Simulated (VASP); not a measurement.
A calculation with VASP 6.6.1 of Mg (ASE script, structure from a CIF):

Contents of run.py:

```python
from ase.calculators.vasp import Vasp
from ase.dft.bandgap import bandgap
from ase.io import read

atoms = read('Mg.cif', primitive_cell=True, subtrans_included=False)
calc = Vasp(
    directory='calc',
    xc='pbe',
    pp='PBE',
    setups='minimal',
    prec='Accurate',
    encut=500,
    ediff=1e-07,
    ismear=0,
    sigma=0.02,
    lreal=False,
    lasph=True,
    nelm=100,
    algo='Normal',
    isif=2,
    lwave=False,
    lcharg=False,
    kpts=[10, 10, 5],
    gamma=True,
    nbands=9,
)
atoms.calc = calc

print('energy (eV):', atoms.get_potential_energy())
print('free energy (eV):', atoms.get_potential_energy(force_consistent=True))
print('forces (eV/A):')
print(atoms.get_forces())
print('stress (eV/A^3, Voigt):', atoms.get_stress())
print('Fermi level (eV):', calc.get_fermi_level())
gap, top, bottom = bandgap(calc)
print('band gap (eV):', gap, 'from (spin, k, band)', top, 'to', bottom)
```

Mg.cif

```cif
data_Mg
_cell_length_a 3.20930000
_cell_length_b 3.20930000
_cell_length_c 5.21030000
_cell_angle_alpha 90.00000000
_cell_angle_beta 90.00000000
_cell_angle_gamma 120.00000000
_space_group_name_H-M_alt 'P6_3/mmc'
_space_group_name_Hall '-P 6c 2c'
_space_group_IT_number 194
loop_
_space_group_symop_operation_xyz
'x,y,z'
'-x,-y,-z'
'x-y,x,z+1/2'
'-x+y,-x,-z+1/2'
'-y,x-y,z'
'y,-x+y,-z'
'-x,-y,z+1/2'
'x,y,-z+1/2'
'-x+y,-x,z'
'x-y,x,-z'
'y,-x+y,z+1/2'
'-y,x-y,-z+1/2'
'-y,-x,-z+1/2'
'y,x,z+1/2'
'-x,-x+y,-z'
'x,x-y,z'
'-x+y,y,-z+1/2'
'x-y,-y,z+1/2'
'y,x,-z'
'-y,-x,z'
'x,x-y,-z+1/2'
'-x,-x+y,z+1/2'
'x-y,-y,-z'
'-x+y,y,z'
loop_
_atom_site_label
_atom_site_type_symbol
_atom_site_symmetry_multiplicity
_atom_site_Wyckoff_symbol
_atom_site_fract_x
_atom_site_fract_y
_atom_site_fract_z
_atom_site_occupancy
Mg1 Mg 2 c 0.6666666667 0.3333333333 0.7500000000 1
```

Potentials or basis: VASP PAW PBE potentials, release 64 (Mg).

Run with:

```bash
$ python run.py
```

Problem. Write the same calculation in another form: native input, structure from a POSCAR.

Solution. As run:

INCAR

```
PREC     = Accurate       # precision mode
ENCUT    = 500            # plane-wave cutoff, eV
EDIFF    = 1E-6           # SCF threshold, eV
ISMEAR   = 0              # smearing method
SIGMA    = 0.02           # smearing width, eV
LREAL    = F              # projectors in reciprocal space
LASPH    = T              # aspherical terms in the spheres
NELM     = 100            # most SCF steps
ALGO     = Fast           # electronic algorithm
ISIF     = 2              # what is computed and relaxed
LWAVE    = F              # write WAVECAR
LCHARG   = F              # write CHGCAR
GGA      = PE             # functional
```

Contents of KPOINTS:

```
regular mesh
0
Gamma
  10 10 5
```

File POSCAR:

```
Mg
1.0
    3.2093000000      0.0000000000      0.0000000000
   -1.6046500000      2.7793353284      0.0000000000
    0.0000000000      0.0000000000      5.2103000000
Mg
2
Cartesian
    1.6046500002      0.9264451094      3.9077250000
   -0.0000000002      1.8528902190      1.3025750000
```

Potentials or basis: VASP PAW PBE potentials, release 64 (Mg).

Command:

```console
$ cat potpaw_PBE.64/Mg/POTCAR > POTCAR
$ mpirun -np 1 vasp_std > vasp.out
```

Both were run:

|  | ASE script, structure from a CIF | native input, structure from a POSCAR |
| --- | --- | --- |
| Pressure | -0.6 GPa | -0.6 GPa |
| Band gap on the k mesh | none (metal or under the smearing width) | none (metal or under the smearing width) |

Keys that steer only the numerical path or the files written may differ.
